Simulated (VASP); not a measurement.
Wanted: the native input for a VASP 6.6.1 run.

```yaml
Task: relaxation of cell and atoms
Functional: vdW-DF-cx
Potentials_or_basis: VASP PAW PBE potentials, release 64 (Ga_d, P)
Cutoff: 600 eV
k_mesh: 8 × 8 × 8
Occupations: fermi-dirac, width 0.05 eV
Spin: no spin polarisation
Further_INCAR_settings: ALGO = Normal; EDIFF = 1e-07; IBRION = 2; EDIFFG = -0.01; NSW = 40; ISIF = 3
```

The structure of GaP lies in POSCAR:

```
GaP
1.0
    0.0000000000      2.7252500000      2.7252500000
    2.7252500000      0.0000000000      2.7252500000
    2.7252500000      2.7252500000      0.0000000000
Ga P
1 1
Direct
    0.0000000000      0.0000000000      0.0000000000
    0.7500000000      0.7500000000      0.7500000000
```

These files were run (other wordings do the same):

INCAR

```
SYSTEM = GaP
PREC     = Accurate       ! precision mode
ENCUT    = 600            ! plane-wave cutoff, eV
EDIFF    = 1E-7           ! SCF threshold, eV
ISMEAR   = -1             ! smearing method
SIGMA    = 0.05           ! smearing width, eV
LREAL    = .FALSE.        ! projectors in reciprocal space
LASPH    = .TRUE.         ! aspherical terms in the spheres
NELM     = 80             ! most SCF steps
ALGO     = Normal         ! electronic algorithm
ISIF     = 3              ! what is computed and relaxed
LWAVE    = .FALSE.        ! write WAVECAR
LCHARG   = .FALSE.        ! write CHGCAR
GGA      = CX             ! functional
LUSE_VDW = .TRUE.       
AGGAC    = 0.0          
IBRION   = 2              ! ionic algorithm
NSW      = 40             ! ionic steps
EDIFFG   = -0.01          ! ionic threshold
```

KPOINTS

```
regular mesh
0
G
  8 8 8
  0 0 0
```

Potentials or basis: VASP PAW PBE potentials, release 64 (Ga_d, P).

Run with:

```console
$ cat potpaw_PBE.64/Ga_d/POTCAR potpaw_PBE.64/P/POTCAR > POTCAR
$ mpirun -np 1 vasp_std > vasp.out
```

It gave:

The pressure after relaxing is -0.1 GPa and the band gap on the k mesh is 1.58 eV, indirect (least direct gap 1.79 eV).

Caveat: the relaxation stopped at its first step, so nothing moved; the PAW data sets were made with another functional, which shifts forces and pressure a little.

Wall time 34 s on 1 thread of AMD EPYC 9R45 (Zen 5), on a shared host, peak memory 0.36 GiB.
